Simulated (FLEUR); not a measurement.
# Pb (Fm-3m) in FLEUR: notebook

Runs on Pb. Level: PBE. Tasks: band structure, equation of state.

Everything below comes from runs of FLEUR MaX-R8.1 (later development tree). Logs are shortened: lines on timing, memory, paths and dates and some standing lists are left out, and cuts for length are marked.

## 1. Starting point

Symmetry: Fm-3m, No. 225, cubic system. The conventional cell has a = 4.950 Å, b = 4.950 Å, c = 4.950 Å, α = 90.00°, β = 90.00°, γ = 90.00°. Pb (site symmetry m-3m) has 12 Pb at 3.50 Å as nearest neighbours.

## 2. Band structure, PBE

inp.xml

```xml
<?xml version="1.0" encoding="UTF-8" standalone="no"?>
<fleurInput fleurInputVersion="0.39">
   <comment>
      Pb                                                                                                  
   </comment>
   <calculationSetup>
      <cutoffs Kmax="4.5" Gmax="22.5" GmaxXC="22.5" numbands="0"/>
      <scfLoop itmax="60" minDistance="0.00001" maxIterBroyd="15" imix="Anderson" alpha="0.05" precondParam="0.0" spinf="2.0" sdNocoIR="T"/>
      <coreElectrons ctail="T" frcor="F" kcrel="0" coretail_lmax="0"/>
      <xcFunctional name="pbe" relativisticCorrections="F"/>
      <magnetism jspins="1"/>
      <soc l_soc="F" theta="0.0" phi="0.0" spav="F"/>
      <expertModes spex="0" secvar="F"/>
      <geometryOptimization l_f="F" forcealpha="1.0" forcemix="BFGS" epsdisp="0.00001" epsforce="0.00001"/>
      <ldaU l_linMix="F" mixParam="0.05" spinf="1.0"/>
   </calculationSetup>
   <cell>
      <bzIntegration valenceElectrons="20.0" mode="hist" fermiSmearingEnergy="0.00183747">
         <kPointListSelection listName="default-1"/>
         <!-- k-points included here -->
         <xi:include xmlns:xi="http://www.w3.org/2001/XInclude" href="kpts.xml"> </xi:include>
      </bzIntegration>
      <!-- symmetry operations included here -->
      <xi:include xmlns:xi="http://www.w3.org/2001/XInclude" href="sym.xml"> </xi:include>
      <bulkLattice scale="1.0">
         <bravaisMatrix>
            <row-1>    0.0000000000000000     4.6771099529074922     4.6771099529074922</row-1>
            <row-2>    4.6771099529074922     0.0000000000000000     4.6771099529074922</row-2>
            <row-3>    4.6771099529074922     4.6771099529074922     0.0000000000000000</row-3>
         </bravaisMatrix>
      </bulkLattice>
   </cell>
   <atomSpecies>
      <species name="Lead (Pb)" element="Pb" atomicNumber="82">
         <mtSphere radius="2.66" gridPoints="879" logIncrement="0.015"/>
         <atomicCutoffs lmax="10" lnonsphr="8"/>
         <electronConfig flipSpins="F">
            <coreConfig>(1s1/2) (2s1/2) (2p1/2) (2p3/2) (3s1/2) (3p1/2) (3p3/2) (4s1/2) (3d3/2) (3d5/2) (4p1/2) (4p3/2) (4d3/2) (4d5/2) (4f5/2) (4f7/2) (5s1/2)</coreConfig>
            <valenceConfig>(5p1/2) (5p3/2) (6s1/2) (5d3/2) (5d5/2) (6p1/2) (6p3/2)</valenceConfig>
            <stateOccupation state="(6p1/2)" spinUp="0.333333" spinDown="0.333333"/>
            <stateOccupation state="(6p3/2)" spinUp="0.666667" spinDown="0.666667"/>
         </electronConfig>
         <energyParameters s="6" p="6" d="5" f="5"/>
         <lo type="SCLO" l="1" n="5" eDeriv="0"/>
         <lo type="SCLO" l="1" n="5" eDeriv="1"/>
         <lo type="SCLO" l="0" n="6" eDeriv="2"/>
         <lo type="SCLO" l="2" n="5" eDeriv="2"/>
         <lo type="SCLO" l="3" n="5" eDeriv="2"/>
      </species>
   </atomSpecies>
   <atomGroups>
      <atomGroup species="Lead (Pb)">
         <relPos label="                   1">.0000000000 .0000000000 .0000000000</relPos>
         <force calculate="T" relaxXYZ="TTT"/>
      </atomGroup>
   </atomGroups>
   <output dos="F" band="F" slice="F">
      <checks vchk="F" cdinf="F"/>
      <bandDOS minEnergy="-.5*Htr" maxEnergy="0.5*Htr" sigma="0.015" storeEVData="T"/>
      <vacuumDOS vacdos="F" integ="F" star="F" nstars="0" locx1="0.0" locy1="0.0" locx2="0.0" locy2="0.0" nstm="0" tworkf="0.0"/>
      <unfoldingBand unfoldBand="F" supercellX="1" supercellY="1" supercellZ="1"/>
      <plotting iplot="0" polar="F">
         <plot TwoD="T" vec1="  1.0  0.0  0.0" vec2="  0.0  1.0  0.0" vec3="  0.0  0.0  1.0" zero="  0.0  0.0  0.0" file="plot"/>
      </plotting>
      <chargeDensitySlicing numkpt="0" minEigenval="0.0" maxEigenval="0.0" nnne="0" pallst="F"/>
      <specialOutput eonly="F"/>
      <moessbauerParams electricFieldGradient="T" isomerShift="T" coreHyperfine="T" valenceHyperfine="T"/>
      <magneticCircularDichroism mcd="F" energyLo="-10.0" energyUp="0.0"/>
   </output>
  <!-- We include the file relax.xml here to enable relaxations (see documentation) -->
  <xi:include xmlns:xi="http://www.w3.org/2001/XInclude" href="relax.xml"> <xi:fallback/> </xi:include>
</fleurInput>
```

crystal.txt

```
Pb
&input cartesian=F /
0.0000000000  2.4750200000  2.4750200000
2.4750200000  0.0000000000  2.4750200000
2.4750200000  2.4750200000  0.0000000000
1.8897261246
1.0 1.0 1.0

1
82 0.0000000000  0.0000000000  0.0000000000

&kpt div1=9 div2=9 div3=9 gamma=T /
```

inp.xml (bands)

```
<?xml version="1.0" encoding="UTF-8" standalone="no"?>
<fleurInput fleurInputVersion="0.39">
   <comment>
      Pb                                                                                                  
   </comment>
   <calculationSetup>
      <cutoffs Kmax="4.5" Gmax="22.5" GmaxXC="22.5" numbands="0"/>
      <scfLoop itmax="60" minDistance="0.00001" maxIterBroyd="15" imix="Anderson" alpha="0.05" precondParam="0.0" spinf="2.0" sdNocoIR="T"/>
      <coreElectrons ctail="T" frcor="F" kcrel="0" coretail_lmax="0"/>
      <xcFunctional name="pbe" relativisticCorrections="F"/>
      <magnetism jspins="1"/>
      <soc l_soc="F" theta="0.0" phi="0.0" spav="F"/>
      <expertModes spex="0" secvar="F"/>
      <geometryOptimization l_f="F" forcealpha="1.0" forcemix="BFGS" epsdisp="0.00001" epsforce="0.00001"/>
      <ldaU l_linMix="F" mixParam="0.05" spinf="1.0"/>
   </calculationSetup>
   <cell>
      <bzIntegration valenceElectrons="20.0" mode="hist" fermiSmearingEnergy="0.00183747">
         <kPointListSelection listName="path-1"/>
         <!-- k-points included here -->
         <xi:include xmlns:xi="http://www.w3.org/2001/XInclude" href="kpts.xml"> </xi:include>
      </bzIntegration>
      <!-- symmetry operations included here -->
      <xi:include xmlns:xi="http://www.w3.org/2001/XInclude" href="sym.xml"> </xi:include>
      <bulkLattice scale="1.0">
         <bravaisMatrix>
            <row-1>    0.0000000000000000     4.6771099529074922     4.6771099529074922</row-1>
            <row-2>    4.6771099529074922     0.0000000000000000     4.6771099529074922</row-2>
            <row-3>    4.6771099529074922     4.6771099529074922     0.0000000000000000</row-3>
         </bravaisMatrix>
      </bulkLattice>
   </cell>
   <atomSpecies>
      <species name="Lead (Pb)" element="Pb" atomicNumber="82">
         <mtSphere radius="2.66" gridPoints="879" logIncrement="0.015"/>
         <atomicCutoffs lmax="10" lnonsphr="8"/>
         <electronConfig flipSpins="F">
            <coreConfig>(1s1/2) (2s1/2) (2p1/2) (2p3/2) (3s1/2) (3p1/2) (3p3/2) (4s1/2) (3d3/2) (3d5/2) (4p1/2) (4p3/2) (4d3/2) (4d5/2) (4f5/2) (4f7/2) (5s1/2)</coreConfig>
            <valenceConfig>(5p1/2) (5p3/2) (6s1/2) (5d3/2) (5d5/2) (6p1/2) (6p3/2)</valenceConfig>
            <stateOccupation state="(6p1/2)" spinUp="0.333333" spinDown="0.333333"/>
            <stateOccupation state="(6p3/2)" spinUp="0.666667" spinDown="0.666667"/>
         </electronConfig>
         <energyParameters s="6" p="6" d="5" f="5"/>
         <lo type="SCLO" l="1" n="5" eDeriv="0"/>
         <lo type="SCLO" l="1" n="5" eDeriv="1"/>
         <lo type="SCLO" l="0" n="6" eDeriv="2"/>
         <lo type="SCLO" l="2" n="5" eDeriv="2"/>
         <lo type="SCLO" l="3" n="5" eDeriv="2"/>
      </species>
   </atomSpecies>
   <atomGroups>
      <atomGroup species="Lead (Pb)">
         <relPos label="                   1">.0000000000 .0000000000 .0000000000</relPos>
         <force calculate="T" relaxXYZ="TTT"/>
      </atomGroup>
   </atomGroups>
   <output dos="F" band="T" slice="F">
      <checks vchk="F" cdinf="F"/>
      <bandDOS minEnergy="-.5*Htr" maxEnergy="0.5*Htr" sigma="0.015" storeEVData="T"/>
      <vacuumDOS vacdos="F" integ="F" star="F" nstars="0" locx1="0.0" locy1="0.0" locx2="0.0" locy2="0.0" nstm="0" tworkf="0.0"/>
      <unfoldingBand unfoldBand="F" supercellX="1" supercellY="1" supercellZ="1"/>
      <plotting iplot="0" polar="F">
         <plot TwoD="T" vec1="  1.0  0.0  0.0" vec2="  0.0  1.0  0.0" vec3="  0.0  0.0  1.0" zero="  0.0  0.0  0.0" file="plot"/>
      </plotting>
      <chargeDensitySlicing numkpt="0" minEigenval="0.0" maxEigenval="0.0" nnne="0" pallst="F"/>
      <specialOutput eonly="F"/>
      <moessbauerParams electricFieldGradient="T" isomerShift="T" coreHyperfine="T" valenceHyperfine="T"/>
      <magneticCircularDichroism mcd="F" energyLo="-10.0" energyUp="0.0"/>
   </output>
  <!-- We include the file relax.xml here to enable relaxations (see documentation) -->
  <xi:include xmlns:xi="http://www.w3.org/2001/XInclude" href="relax.xml"> <xi:fallback/> </xi:include>
</fleurInput>
```

Potentials or basis: all-electron, FLAPW.

The run is started by

```console
inpgen -f crystal.txt -profile moderate
# inp.xml edited to the form shown
fleur_MPI
fleur_MPI   # second run, on inp.xml (bands)
```

Output:

```text
Welcome to FLEUR        (www.flapw.de)
      MaX-Release 8.1          (www.max-centre.eu)

 ========== k-point set info ==========
 Selected k-point list: default-1
 k-point list type: mesh
 9 x 9 x 9
 Number of k points: 35

 ------------Calculation Setup---------------------------
 Number of MPI-tasks      :            1
 Number of PE/node        :            1
 Number of OMP-threads    :            1
 Most efficient MPI parallelization for:
           1           5           7          35
 Additional eigenvalue parallelization possible
 Number of basis functions:          366
 Approximate size of matrices (H+S) per k-point:         0.002 GB
 --------------------------------------------------------
 Iteration:     1   Distance:      10.84047422 me/bohr^3
 Iteration:     2   Distance:      10.20151578 me/bohr^3
 Iteration:     3   Distance:       3.20015023 me/bohr^3
 Iteration:     4   Distance:       0.22743291 me/bohr^3
 Iteration:     5   Distance:       0.22650913 me/bohr^3
 Iteration:     6   Distance:       0.04612955 me/bohr^3
 Iteration:     7   Distance:       0.00254251 me/bohr^3
 Iteration:     8   Distance:       0.00241019 me/bohr^3
 Iteration:     9   Distance:       0.00025746 me/bohr^3
 Iteration:    10   Distance:       0.00007897 me/bohr^3
 Iteration:    11   Distance:       0.00000978 me/bohr^3

 ********************************************************************
 Run finished successfully
 Stop message:
   all done
 ********************************************************************
```

output (bands):

```text
Welcome to FLEUR        (www.flapw.de)
      MaX-Release 8.1          (www.max-centre.eu)

 ========== k-point set info ==========
 Selected k-point list: path-1
 k-point list type: path
 Number of k points: 60

 ------------Calculation Setup---------------------------
 Number of MPI-tasks      :            1
 Number of PE/node        :            1
 Number of OMP-threads    :            1
 Most efficient MPI parallelization for:
           1           2           3           4           5           6          10          12          15          20          30          60
 Additional eigenvalue parallelization possible
 Number of basis functions:          367
 Approximate size of matrices (H+S) per k-point:         0.002 GB
 --------------------------------------------------------
 Fermi energy correction for metals:
 Fermi energy in bands.* files may not be consistent with last density.
 Please correct it manually (e.g. in band.gnu file).

 Note: Band structure data (together with different weights) is also stored in the banddos.hdf file.
       A convenient way of extracting and plotting the data from that file is by making use of the

 ********************************************************************
 Run finished successfully
 Stop message:
   Charge density postprocessing done.
 ********************************************************************
```

out.xml (last iteration):

```text
<iteration numberForCurrentRun="   11" overallNumber="   11">
         <energyParameters units="Htr">
            <atomicEP atomType="1" spin="1" branch="6s" branchLowest="-4.82" branchHighest="0.62" value="-0.0082561382"/>
            <atomicEP atomType="1" spin="1" branch="6p" branchLowest="-2.67" branchHighest="1.46" value="0.2717210427"/>
            <atomicEP atomType="1" spin="1" branch="5d" branchLowest="-14.27" branchHighest="-0.24" value="-0.2725025519"/>
            <atomicEP atomType="1" spin="1" branch="5f" branchLowest="-4.41" branchHighest="1.92" value="0.6101998483"/>
            <loAtomicEP atomType="1" spin="1" branch="5p" branchLowest="-23.20" branchHighest="-2.67" value="-2.7412710567"/>
            <loAtomicEP atomType="1" spin="1" branch="5p" branchLowest="-23.20" branchHighest="-2.67" value="-2.7412710567"/>
            <loAtomicEP atomType="1" spin="1" branch="6s" branchLowest="-4.82" branchHighest="0.62" value="-0.0082561382"/>
            <loAtomicEP atomType="1" spin="1" branch="5d" branchLowest="-14.27" branchHighest="-0.24" value="-0.3040193955"/>
            <loAtomicEP atomType="1" spin="1" branch="5f" branchLowest="-4.41" branchHighest="1.92" value="0.6101869630"/>
         </energyParameters>
         <eigenvalues>
            <eigenvaluesAt spin="1" ikpt="1" k_x="0.00000000" k_y="0.00000000" k_z="0.00000000">
                      -2.6762664793       -2.6762664793       -2.6762664793       -0.3116952020       -0.3116952020
                      -0.3116952020       -0.3065356633       -0.3065356633       -0.1160065850        0.5889387784
                       0.5889387784        0.5889387784        0.6742119667        0.7329593757        0.7756752631
                       0.7756752631
            </eigenvaluesAt>
            <eigenvaluesAt spin="1" ikpt="2" k_x="0.00000000" k_y="0.00000000" k_z="0.11111111">
                      -2.6762801486       -2.6762689351       -2.6762689351       -0.3117167332       -0.3110902065
                      -0.3110902065       -0.3065389972       -0.3065389972       -0.1072597277        0.5017733887
                       0.5785632761        0.5785632761        0.6600933236        0.7686605421        0.7942015024
                       0.7942015024
            </eigenvaluesAt>
            <eigenvaluesAt spin="1" ikpt="3" k_x="0.00000000" k_y="0.00000000" k_z="0.22222222">
                      -2.6763149003       -2.6762752192       -2.6762752192       -0.3119065434       -0.3103726565
                      -0.3103726565       -0.3057057905       -0.3057057905       -0.0810883411        0.3742697717
                       0.5565108935        0.5565108935        0.6476668412        0.7514058222        0.7798422266
[... 40 lines left out ...]
            <totalCharge value="82.0000000012"/>
         </allElectronCharges>
         <moessbauerParams unitsHFF="kG" unitsIS="e/bohr^3" unitsEFG="Htr/bohr^2">
            <coreIsomerShift atomType="1" isTotal="2990759.37224">
               <shell n="1" l="0" isomerShift="2456519.35603"/>
               <shell n="2" l="0" isomerShift="379129.77452"/>
               <shell n="2" l="1" isomerShift="30103.45861"/>
               <shell n="3" l="0" isomerShift="87671.88448"/>
               <shell n="3" l="1" isomerShift="7816.61162"/>
               <shell n="4" l="0" isomerShift="22673.64225"/>
               <shell n="3" l="2" isomerShift="0.00328"/>
               <shell n="4" l="1" isomerShift="1997.28473"/>
               <shell n="4" l="2" isomerShift="0.00091"/>
               <shell n="4" l="3" isomerShift="0.00000"/>
               <shell n="5" l="0" isomerShift="4847.35581"/>
            </coreIsomerShift>
            <isomerShift atomType="1" nucleusRadius="0.0001398" averageDensity="2991315.93360"/>
            <electricFieldGradient atomType="1" VXX="0.00000" VYY="0.00000" VZZ="0.00000" asymParam="0.00000">
            </electricFieldGradient>
         </moessbauerParams>
         <totalEnergy                                    value="   -20928.2764507369" units="Htr">
            <sumOfEigenvalues                            value="   -12938.5287044284">
               <coreElectrons value="-12919.9014356521"/>
               <valenceElectrons value="-18.6272687763"/>
            </sumOfEigenvalues>
            <densityCoulombPotentialIntegral value="-36794.0259764100"/>
            <densityEffectivePotentialIntegral value="-37304.8888227039"/>
            <chargeDenXCDenIntegral value="-390.3124371729"/>
            <FockExchangeEnergyValence value="0.0000000000"/>
            <FockExchangeEnergyCore value="0.0000000000"/>
            <atomTypeDependentContributions atomType="1">
               <electronNucleiInteractionDifferentMTs value="26465.7574172458"/>
               <MadelungTerm value="-41.5537263886"/>
            </atomTypeDependentContributions>
            <tkbTimesEntropy value="0.0001139189"/>
            <freeEnergy value="-20928.2765646558"/>
            <extrapolationTo0K value="-20928.2765076963"/>
         </totalEnergy>
         <densityConvergence units="me/bohr^3">
            <chargeDensity spin="1" distance="0.0000097811"/>
         </densityConvergence>
      </iteration>
```

It took 21 s on 1 thread of Arm Neoverse V2, shared host; peak memory 0.08 GiB.

Results:

- Free energy: -569487.4171 eV
- Band gap along the path: none (metal or under the smearing width)
- Valence electrons inside the program's atomic spheres: Pb 18.02 (radii Pb 2.66 bohr)

Levels at the corners of the path, in eV from the Fermi level:
| point | band 7 | band 8 | band 9 | band 10 | band 11 | band 12 | band 13 | band 14 |
| --- | --- | --- | --- | --- | --- | --- | --- | --- |
| Γ | -16.80 | -16.80 | -11.62 | 7.57 | 7.57 | 7.57 | 9.89 | 11.49 |
| X | -16.63 | -16.63 | -6.57 | -3.13 | 2.19 | 2.19 | 5.52 | 6.79 |
| W | -16.75 | -16.63 | -6.47 | -1.23 | -1.23 | 0.41 | 11.01 | 12.31 |
| K | -16.73 | -16.67 | -6.66 | -2.14 | -1.08 | 3.12 | 6.61 | 11.50 |
| Γ | -16.80 | -16.80 | -11.62 | 7.57 | 7.57 | 7.57 | 9.89 | 11.49 |
| L | -16.67 | -16.67 | -7.99 | -4.07 | 5.73 | 5.73 | 9.37 | 9.62 |
| U | -16.73 | -16.67 | -6.66 | -2.14 | -1.08 | 3.12 | 6.61 | 11.50 |
| W | -16.75 | -16.63 | -6.47 | -1.23 | -1.23 | 0.41 | 11.01 | 12.31 |
| L | -16.67 | -16.67 | -7.99 | -4.07 | 5.73 | 5.73 | 9.37 | 9.62 |
| K | -16.73 | -16.67 | -6.66 | -2.14 | -1.08 | 3.12 | 6.61 | 11.50 |
| U | -16.73 | -16.67 | -6.66 | -2.14 | -1.08 | 3.12 | 6.61 | 11.50 |
| X | -16.63 | -16.63 | -6.57 | -3.13 | 2.19 | 2.19 | 5.52 | 6.79 |

Core levels (eV from the Fermi level):
```tsv
atom	levels
1 Pb	1s1/2 -87978.8, 2s1/2 -15718.9, 2p1/2 -15093.0, 2p3/2 -12903.0, 3s1/2 -3769.9, 3p1/2 -3487.9, 3p3/2 -2999.3, 4s1/2 -850.5, 3d3/2 -2536.8, 3d5/2 -2432.9, 4p1/2 -728.5, 4p3/2 -608.9, 4d3/2 -410.5, 4d5/2 -388.2, 4f5/2 -131.4, 4f7/2 -126.3, 5s1/2 -139.6
```

Caveat: spin-orbit coupling is left out, which moves the levels of the heavy elements.

## 3. Equation of state, PBE, 28.50 Å³/atom (volume scaled by 0.94)

inp.xml: that of step 2 with these lines changed.

```diff
@@ -24,3 +24,3 @@
       <xi:include xmlns:xi="http://www.w3.org/2001/XInclude" href="sym.xml"> </xi:include>
-      <bulkLattice scale="1.0">
+      <bulkLattice scale="0.9795861087">
          <bravaisMatrix>
```

Potentials or basis: all-electron, FLAPW.

The run is started by

```console
inpgen -f crystal.txt -profile moderate
# inp.xml edited to the form shown
fleur_MPI
```

Run time: 18 s. Hardware: 1 thread of Arm Neoverse V2, shared host; peak memory 0.08 GiB.

It converged, with:

```
Free energy                                           : -569487.3708 eV
Band gap on the k mesh                                : none (metal or under the smearing width)
Valence electrons inside the program's atomic spheres : Pb 18.06 (radii Pb 2.66 bohr)
```

(Part 1 of 2 ends here.)
